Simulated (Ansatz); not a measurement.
Crystal: Mg.

```xyz
2
Lattice="3.2093 0.0000 0.0000 -1.6046 2.7793 0.0000 0.0000 0.0000 5.2103" Properties=species:S:1:pos:R:3 pbc="T T T"
Mg    1.6047    0.9264    3.9077
Mg    0.0000    1.8529    1.3026
```

```yaml
Program: Ansatz 0.2.0
Task: relaxation of cell and atoms
Functional: revPBE
Dispersion: D4
Potentials_or_basis: all-electron LAPW, scalar-relativistic
Basis_error_allowed: 0.001 eV/atom
k_mesh: 10 × 10 × 5
Occupations: fermi-dirac, width 0.05 eV
Spin: no spin polarisation
```

At the start: volume 23.24 Å³/atom.

**Question.** Where does the relaxation end?

**Answer.** Over 17 steps the energy falls by 3.0 meV/atom; space group P6_3/mmc (No. 194, to 0.05 Å).

Step by step:
```tsv
step	energy change (eV)	largest force (eV/Å)	volume (Å³)
1	0.0000	0.0000	46.47
2	-0.0005	0.0000	46.65
3	-0.0009	0.0000	46.64
4	-0.0013	0.0000	46.62
5	-0.0018	0.0000	46.61
6	-0.0022	0.0000	46.59
7	-0.0037	0.0000	46.58
8	-0.0037	0.0000	46.48
9	-0.0051	0.0000	46.51
10	-0.0057	0.0000	46.52
11	-0.0059	0.0000	46.53
12	-0.0059	0.0000	46.54
13	-0.0061	0.0000	46.51
14	-0.0061	0.0000	46.50
15	-0.0061	0.0000	46.49
16	-0.0061	0.0000	46.50
17	-0.0061	0.0000	46.50
```

Final structure:
```cif
data_structure
_symmetry_space_group_name_H-M 'P 1'
_symmetry_Int_Tables_number 1
_cell_length_a 3.1777
_cell_length_b 3.1777
_cell_length_c 5.3170
_cell_angle_alpha 90.000
_cell_angle_beta 90.000
_cell_angle_gamma 120.000
_cell_volume 46.50
loop_
_atom_site_label
_atom_site_type_symbol
_atom_site_fract_x
_atom_site_fract_y
_atom_site_fract_z
_atom_site_occupancy
Mg1 Mg 0.66667 0.33333 0.75000 1
Mg2 Mg 0.33333 0.66667 0.25000 1
```
